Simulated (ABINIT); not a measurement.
Crystal: WC (Qusongite).

```
W C
1.0
     2.90650    0.00000    0.00000
    -1.45325    2.51710    0.00000
     0.00000    0.00000    2.83660
W C
1 1
Direct
  0.00000 0.00000 0.00000
  0.66667 0.33333 0.50000
```

Base run:

| Property | Result |
| --- | --- |
| Program | ABINIT 10.8.3 (patched build) |
| Functional | r2SCAN |
| Potentials or basis | Ansatz PAW PBE default generated set, frozen core |
| Cutoff | 490 eV |
| k mesh | 10 × 10 × 9 |
| Occupations | fermi-dirac, width 0.05 eV |
| Spin | no spin polarisation |

Its results: band gap on the k mesh none (metal or under the smearing width); pressure 1.0 GPa.

Problem. The run is repeated on the same cell with these changes: potentials or basis from Ansatz PAW PBE default generated set, frozen core to SG15 NC PBE v1.2; cutoff from 490 eV to 1306 eV; valence electrons from 18 to 32. What comes out?

Solution. Band gap on the k mesh none (metal or under the smearing width); pressure -8.9 GPa.

Caveats: the PAW data sets were made with another functional, which shifts forces and pressure a little (some runs); the atomic spheres overlap (some runs); the potentials were made for another functional, which shifts forces and pressure (some runs).
